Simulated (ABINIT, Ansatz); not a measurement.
# The equilibrium volume of Si2Mo, sorted by core time

```
Mo Si
1.0
     4.58547    0.00000    0.00000
    -2.29274    3.97113    0.00000
     0.00000    0.00000    6.57976
Mo Si
3 6
Direct
  0.50000 0.50000 0.83333
  0.00000 0.50000 0.16667
  0.50000 0.00000 0.50000
  0.16387 0.32775 0.50000
  0.67225 0.83613 0.16667
  0.83613 0.16387 0.83333
  0.83613 0.67225 0.50000
  0.32775 0.16387 0.16667
  0.16387 0.83613 0.83333
```

Measurements of this composition are mostly on another form, of space group No. 139.

```tsv
rung	level	program and potentials	cutoff (eV)	k mesh	smearing	core time	chip	equilibrium volume (Å³/atom)	notes
GGA + dispersion	BLYP+D4	Ansatz, Ansatz PAW	420	7 × 7 × 4	fermi-dirac 0.05	32 s	Intel Xeon 6975P-C Granite Rapids	13.31	potentials made for PBE, which Ansatz adapts in part
GGA + U (8 eV)	PBEsol+U (Mo d U = 8 eV, fll (the default))	Ansatz, Ansatz PAW	420	5 × 5 × 3	fermi-dirac 0.05	33 s	Arm Neoverse V1	13.15	potentials made for PBE, which Ansatz adapts in part
LDA	LDA	Ansatz, Ansatz PAW	420	5 × 5 × 3	fermi-dirac 0.05	36 s	Arm Neoverse V1	13.01	potentials made for PBE, which Ansatz adapts in part
GGA	PBEsol	Ansatz, Ansatz PAW	420	7 × 7 × 4	fermi-dirac 0.05	58 s	AMD EPYC 7R43 Zen 3	13.22	potentials made for PBE, which Ansatz adapts in part
meta-GGA	r2SCAN	Ansatz, Ansatz PAW	500	7 × 7 × 4	fermi-dirac 0.05	88 s	Arm Neoverse V2	13.30	potentials made for PBE, which Ansatz adapts in part
LDA	LDA	Ansatz, Ansatz PAW	420	7 × 7 × 4	fermi-dirac 0.05	91 s	Intel Xeon Skylake/Cascade Lake	13.01	potentials made for PBE, which Ansatz adapts in part
LDA	LDA	ABINIT, JTH PAW LDA v2.0	408	6 × 6 × 3	fermi-dirac 0.05	5.8 min	Intel Xeon 6975P-C Granite Rapids	13.03	-
```

Times are single runs on shared hosts and different chips, so they are rough; meshes, cutoffs and the tasks' sizes weigh on the time. Task: relaxation of cell and atoms. All rows: no spin polarisation. Smearing widths are in eV. Meshes differ between rows, which moves values too. Meshes are those of the run's cell of 9 atoms unless a note names another. Relaxations start from the cell shown or near it and stop with a little pressure left. Runs on faulty files, with rough fits or with known faults for this quantity aren't shown. PBE isn't shown for this crystal. No row holds spin-orbit coupling.

By rung: LDA 13.01 to 13.03; GGA + dispersion 13.31; GGA + U (8 eV) 13.15; GGA 13.22; meta-GGA 13.30 (Å³/atom).
